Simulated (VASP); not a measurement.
# AlP (F-43m) in VASP: notebook

The runs below take AlP through single point, with r2SCAN.

Program: VASP 6.6.1. These are calculated values, not measurements. Logs are shortened: lines on timing, memory, paths and dates and some standing lists are left out, and cuts for length are marked.

**Measured values to compare with.**

A printed reference work, data compilation reports, for a bulk crystal of AlP at 4.2 K: band gap 2.505 eV (indirect).

The runs below are set against these values where they give the same quantity.

### 1 The cell of the first run

It takes space group F-43m (No. 216, cubic). The conventional cell has a = 5.521 Å, b = 5.521 Å, c = 5.521 Å, α = 90.00°, β = 90.00°, γ = 90.00°. Al (site symmetry -43m) has 4 P at 2.39 Å within 3.2 Å. Within 3.2 Å of P (site symmetry -43m) lie 4 Al at 2.39 Å.

### 2 Single point, r2SCAN

The input, POSCAR:

```
AlP
1.0
    2.7603694156      2.7603694156      0.0000000000
   -2.7603694156      2.7603694156      0.0000000000
    0.0000000000      2.7603694156      2.7603694156
Al P
1 1
Direct
    0.0000000000      0.0000000000      0.0000000000
    0.7500000000      0.2500000000      0.5000000000
```

The input, INCAR.step1:

```
SYSTEM = AlP
  PREC = Accurate
  ENCUT = 550
  ISMEAR = 0
  SIGMA = 0.01
  LREAL = .False.
  LASPH = .True.
  NELM = 120
  NBANDS = 11
  GGA = PE
  ALGO = Normal
  EDIFF = 1E-5
  LWAVE = .True.
  LCHARG = .False.
  GGA_COMPAT = .False.
```

The input, INCAR.step2:

```
SYSTEM = AlP
  PREC = Accurate
  ENCUT = 550
  EDIFF = 1E-6
  ISMEAR = 0
  SIGMA = 0.01
  LREAL = .False.
  LASPH = .True.
  NELM = 120
  ALGO = Normal
  ISIF = 2
  LWAVE = .False.
  LCHARG = .False.
  METAGGA = R2SCAN
  LMIXTAU = .True.
  NBANDS = 11
  ISTART = 1
  GGA_COMPAT = .False.
```

The input, KPOINTS:

```
Automatic mesh
0
Gamma
  8 8 8
  0 0 0
```

Potentials or basis: VASP PAW PBE potentials, release 64 (Al, P).

Command:

```sh
$ cat potpaw_PBE.64/Al/POTCAR potpaw_PBE.64/P/POTCAR > POTCAR
$ cp INCAR.step1 INCAR
$ mpirun -np 1 vasp_std > vasp.out
$ cp INCAR.step2 INCAR
$ mpirun -np 1 vasp_std > vasp.out
```

OUTCAR:

```text
SYSTEM = AlP
   PREC = Accurate
   ENCUT = 550
   EDIFF = 1E-6
   ISMEAR = 0
   LREAL = .False.
   LASPH = .True.
   NELM = 120
   ISIF = 2
   METAGGA = R2SCAN
   ISTART = 1

 ion  position               nearest neighbor table
   1  0.000  0.000  0.000-   2 2.39   2 2.39   2 2.39   2 2.39
   2  0.750  0.250  0.500-   1 2.39   1 2.39   1 2.39   1 2.39

  LATTYP: Found a face centered cubic cell.
 ALAT       =     5.5207388312

  Lattice vectors:

 A1 = (   0.0000000000,   2.7603694156,   2.7603694156)
 A2 = (   2.7603694156,   0.0000000000,   2.7603694156)
 A3 = (   2.7603694156,   2.7603694156,   0.0000000000)

Analysis of symmetry for initial positions (statically):
=====================================================================
 Subroutine PRICEL returns:
 Original cell was already a primitive cell.

 Routine SETGRP: Setting up the symmetry group for a
 face centered cubic supercell.

 Subroutine GETGRP returns: Found 24 space group operations
 (whereof 24 operations were pure point group operations)
 out of a pool of 48 trial point group operations.

The static configuration has the point symmetry T_d .

Analysis of symmetry for dynamics (positions and initial velocities):
=====================================================================
 Subroutine PRICEL returns:
 Original cell was already a primitive cell.

 Routine SETGRP: Setting up the symmetry group for a
 face centered cubic supercell.

 Subroutine GETGRP returns: Found 24 space group operations
 (whereof 24 operations were pure point group operations)
 out of a pool of 48 trial point group operations.

The dynamic configuration has the point symmetry T_d .

 Subroutine INISYM returns: Found 24 space group operations
 (whereof 24 operations are pure point group operations),
 and found     1 'primitive' translations

----------------------------------------------------------------------------------------

                                     Primitive cell

  volume of cell :      42.0660

  direct lattice vectors                    reciprocal lattice vectors
     2.760369416  2.760369416  0.000000000     0.181135176  0.181135176 -0.181135176
    -2.760369416  2.760369416  0.000000000    -0.181135176  0.181135176 -0.181135176
     0.000000000  2.760369416  2.760369416     0.000000000  0.000000000  0.362270352

  length of vectors
     3.903751865  3.903751865  3.903751865     0.313735328  0.313735328  0.362270352

  position of ions in fractional coordinates (direct lattice)
     0.000000000  0.000000000  0.000000000
     0.750000000  0.250000000  0.500000000

  ion indices of the primitive-cell ions
   primitive index   ion index
                 1           1
                 2           2

----------------------------------------------------------------------------------------

 KPOINTS: Automatic mesh

Automatic generation of k-mesh.
 Grid dimensions read from file:
 generate k-points for:    8    8    8

 Generating k-lattice:

  Cartesian coordinates                     Fractional coordinates (reciprocal lattice)
     0.022641897  0.022641897 -0.022641897     0.125000000  0.000000000  0.000000000
    -0.022641897  0.022641897 -0.022641897     0.000000000  0.125000000  0.000000000
     0.000000000  0.000000000  0.045283794     0.000000000  0.000000000  0.125000000

  Length of vectors
     0.039216916  0.039216916  0.045283794

  Shift w.r.t. Gamma in fractional coordinates (k-lattice)
     0.000000000  0.000000000  0.000000000

 Subroutine IBZKPT returns following result:
 ===========================================

 Found     29 irreducible k-points:

 Following reciprocal coordinates:
            Coordinates               Weight
  0.000000  0.000000  0.000000      1.000000
  0.125000  0.000000  0.000000      8.000000
  0.250000  0.000000  0.000000      8.000000
  0.375000  0.000000  0.000000      8.000000
  0.500000  0.000000  0.000000      4.000000
  0.125000  0.125000  0.000000     12.000000
[... 16 lines left out ...]
  0.375000  0.250000  0.125000     48.000000
  0.500000  0.250000  0.125000     24.000000
 [... further k-points ...]
   k-points           NKPTS =     29   k-points in BZ     NKDIM =     29   number of bands    NBANDS=     11
   number of dos      NEDOS =    301   number of ions     NIONS =      2
   total plane-waves  NPLWV =  27000
   dimension x,y,z NGX =    30 NGY =   30 NGZ =   30
   dimension x,y,z NGXF=    60 NGYF=   60 NGZF=   60
   ions per type =               1   1
   NGX,Y,Z   is equivalent  to a cutoff of  12.78, 12.78, 12.78 a.u.
   NGXF,Y,Z  is equivalent  to a cutoff of  25.55, 25.55, 25.55 a.u.
 SYSTEM =  AlP
   PREC   = accura    normal or accurate (medium, high low for compatibility)
   ISTART =      1    job   : 0-new  1-cont  2-samecut
   ICHARG =      0    charge: 1-file 2-atom 10-const
   ISPIN  =      1    spin polarized calculation?
   LNONCOLLINEAR =      F non collinear calculations
   LSORBIT =      F    spin-orbit coupling
   LASPH  =      T    aspherical Exc in radial PAW
   ENCUT  =  550.0 eV  40.42 Ry    6.36 a.u.   7.46  7.46  7.46*2*pi/ulx,y,z
   NELM   =    120;   NELMIN=  2; NELMDL=  0     # of ELM steps
   EDIFF  = 0.1E-05   stopping-criterion for ELM
   LREAL  =      F    real-space projection
[... 7 lines left out ...]
   TEBEG  =    0.0;   TEEND  =   0.0 temperature during run
   PSTRESS=    0.0 pullay stress
   NELECT =       8.0000    total number of electrons
   NUPDOWN=      -1.0000    fix difference up-down
   EMIN   =  10.00;   EMAX   =-10.00  energy-range for DOS
   EFERMI =   0.00;   METHOD = LEGACY
   ISMEAR =     0;   SIGMA  =   0.01  broadening in eV -4-tet -1-fermi 0-gaus
   EFERMI_NEDOS =   21; number of points for ismear=-14 and -15
   IALGO  =     38    algorithm
   IMIX   =      4    mixing-type and parameters
     AMIX     =   0.40;   BMIX     =  1.00
     AMIX_MAG =   1.60;   BMIX_MAG =  1.00
  volume/ion in A,a.u.               =      21.03       141.94
  Fermi-wavevector in a.u.,A,eV,Ry     =   0.941444  1.779070 12.059061  0.886316
  Thomas-Fermi vector in A             =   2.068955
   LORBIT       =      0    0 simple, 1 ext, 2 COOP (PROOUT), +10 PAW based schemes
   METAGGA = R2SCAN    functional components
   LHFCALC =     F    Hartree Fock is set to
   AEXX    =    0.0000 exact exchange contribution
   IVDW    =     0    specifies the selected vdW correction
   LEPSILON=     F    determine dielectric tensor
   LRPA    =     F    only Hartree local field effects (RPA)
 non-spin polarized calculation
 Gauss-broadening in eV      SIGMA  =   0.01
  energy-cutoff  :      550.00
  volume of cell :       42.07
 maximum number of plane-waves:      1249
 NGX is ok and might be reduce to    30
   NGX = 15   NGY = 15   NGZ = 15

 number of electron       8.0000000 magnetization

 Free energy of the ion-electron system (eV)
  ---------------------------------------------------
  ext. energy  EPLUGINS =         0.00000000
  ---------------------------------------------------
  free energy    TOTEN  =       -17.20168979 eV

  energy without entropy =      -17.20168979  energy(sigma->0) =      -17.20168979

 E-fermi :   4.2061     XC(G=0):  -9.5001

 val. band max:        4.1079315360   @ k =   0.0000   0.0000   0.0000
 cond. band min:       6.0771022726   @ k =   0.5000   0.5000   0.0000
 fundamental gap:      1.9691707366
 Fermi energy:         4.2060558415

 k-point     1 :       0.0000    0.0000    0.0000
  band No.  band energies     occupation
      1      -7.6895      2.00000
      2       4.1079      2.00000
      3       4.1079      2.00000
      4       4.1079      2.00000
      5       7.8068      0.00000
      6       9.0335      0.00000
      7       9.0335      0.00000
      8       9.0335      0.00000
      9      13.3802      0.00000
     10      13.3802      0.00000
     11      15.0518      0.00000

 k-point     2 :       0.1250    0.0000    0.0000
  band No.  band energies     occupation
      1      -7.5163      2.00000
      2       2.9062      2.00000
      3       3.9604      2.00000
      4       3.9604      2.00000
      5       8.2022      0.00000
      6       9.3216      0.00000
      7       9.3216      0.00000
      8       9.5796      0.00000
      9      12.9101      0.00000
     10      12.9101      0.00000
     11      15.6917      0.00000

 k-point     3 :       0.2500    0.0000    0.0000
  band No.  band energies     occupation
      1      -7.0307      2.00000
      2       0.9439      2.00000
      3       3.6638      2.00000
      4       3.6638      2.00000
      5       7.8175      0.00000
      6       9.6408      0.00000
      7       9.6408      0.00000
      8      11.4816      0.00000
      9      12.9055      0.00000
     10      12.9055      0.00000
     11      15.1229      0.00000

 k-point     4 :       0.3750    0.0000    0.0000
  band No.  band energies     occupation
      1      -6.3856      2.00000
      2      -0.7081      2.00000
      3       3.4236      2.00000
      4       3.4236      2.00000
      5       7.4384      0.00000
      6       9.4605      0.00000
      7       9.4605      0.00000
      8      12.8121      0.00000
      9      14.3350      0.00000
     10      14.3350      0.00000
     11      15.3525      0.00000

 k-point     5 :       0.5000    0.0000    0.0000
  band No.  band energies     occupation
      1      -6.0265      2.00000
      2      -1.4161      2.00000
      3       3.3359      2.00000
      4       3.3359      2.00000
      5       7.3012      0.00000
      6       9.3189      0.00000
      7       9.3189      0.00000
      8      12.9511      0.00000
      9      16.1674      0.00000
     10      16.1674      0.00000
     11      16.5711      0.00000
[... 211 lines left out ...]
 k-point    21 :       0.5000    0.5000    0.0000
  band No.  band energies     occupation
      1      -5.3706      2.00000
      2      -1.2112      2.00000
      3       1.9970      2.00000
      4       1.9970      2.00000
      5       6.0771      0.00000
      6       6.9585      0.00000
      7      15.7980      0.00000
      8      15.7980      0.00000
      9      16.7341      0.00000
     10      16.7341      0.00000
     11      16.7794      0.00000

 k-point    22 :       0.2500    0.2500    0.1250
  band No.  band energies     occupation
      1      -6.6208      2.00000
      2       0.6061      2.00000
      3       2.2345      2.00000
      4       3.1989      2.00000
      5       8.3386      0.00000
      6       9.3408      0.00000
      7       9.9697      0.00000
      8      11.3438      0.00000
      9      12.9350      0.00000
     10      15.4416      0.00000
     11      17.6732      0.00000

 k-point    23 :       0.3750    0.2500    0.1250
  band No.  band energies     occupation
      1      -6.0325      2.00000
      2      -0.5077      2.00000
      3       1.6705      2.00000
      4       2.8195      2.00000
      5       8.4417      0.00000
      6       9.3099      0.00000
      7      10.5714      0.00000
      8      11.6573      0.00000
      9      14.1047      0.00000
     10      16.0586      0.00000
     11      17.5390      0.00000

 k-point    24 :       0.5000    0.2500    0.1250
  band No.  band energies     occupation
      1      -5.7160      2.00000
      2      -1.0604      2.00000
      3       1.5349      2.00000
      4       2.6330      2.00000
      5       8.4356      0.00000
      6       9.0471      0.00000
      7      11.4287      0.00000
      8      12.2677      0.00000
      9      13.6348      0.00000
     10      16.1821      0.00000
     11      17.4313      0.00000

 [... further k-points ...]
[... 5 lines left out ...]
  --------------------------------------------------------------------------------------
  -------------------------------------------------------------------------------------
  Total       -0.5961579     -0.5961579     -0.5961579     -0.0000000      0.0000000      0.0000000
  in kB      -22.7059807    -22.7059807    -22.7059807     -0.0000000      0.0000000      0.0000000
  external PRESSURE =     -22.7059807 kB  Pullay stress =       0.0000000 kB

 VOLUME and BASIS-vectors are now :
 -----------------------------------------------------------------------------
  energy-cutoff  :      550.00
  volume of cell :       42.07
      direct lattice vectors                 reciprocal lattice vectors
     2.760369416  2.760369416  0.000000000     0.181135176  0.181135176 -0.181135176
    -2.760369416  2.760369416  0.000000000    -0.181135176  0.181135176 -0.181135176
     0.000000000  2.760369416  2.760369416     0.000000000  0.000000000  0.362270352

 POSITION                                       TOTAL-FORCE (eV/Angst)
 -----------------------------------------------------------------------------------
      0.00000      0.00000      0.00000        -0.000000     -0.000000      0.000000
      1.38018      4.14055      1.38018         0.000000      0.000000     -0.000000
 -----------------------------------------------------------------------------------
    total drift:                               -0.000000      0.000000      0.000000

  FREE ENERGIE OF THE ION-ELECTRON SYSTEM (eV)
  ---------------------------------------------------
  free  energy   TOTEN  =       -17.2016897873 eV

  energy  without entropy=      -17.2016897873  energy(sigma->0) =      -17.20168979
```

Run time: 50 s. Hardware: 1 thread of Intel Xeon Platinum 8259CL at 2.50GHz (Skylake/Cascade Lake), shared host; peak memory 0.16 GiB.

What came out:

| Quantity | Value |
| --- | --- |
| Free energy | -17.2017 eV |
| Pressure | -2.3 GPa |
| Band gap on the k mesh | 1.97 eV, indirect (least direct gap 3.70 eV) |

Levels at points of the mesh, in eV from the valence-band top:
| k point | band 1 | band 2 | band 3 | band 4 | band 5 | band 6 | band 7 | band 8 | band 9 |
| --- | --- | --- | --- | --- | --- | --- | --- | --- | --- |
| (0.00, 0.00, 0.00) | -11.80 | 0.00 | 0.00 | 0.00 | 3.70 | 4.93 | 4.93 | 4.93 | 9.27 |
| (0.50, 0.00, 0.00) | -10.13 | -5.52 | -0.77 | -0.77 | 3.19 | 5.21 | 5.21 | 8.84 | 12.06 |
| (0.50, 0.50, 0.00) | -9.48 | -5.32 | -2.11 | -2.11 | 1.97 | 2.85 | 11.69 | 11.69 | 12.63 |

Caveat: the PAW data sets were made with another functional, which shifts forces and pressure a little. r2SCAN opens gaps a little over a GGA but as a rule still falls short of measured ones.

(Part 1 of 2 ends here.)
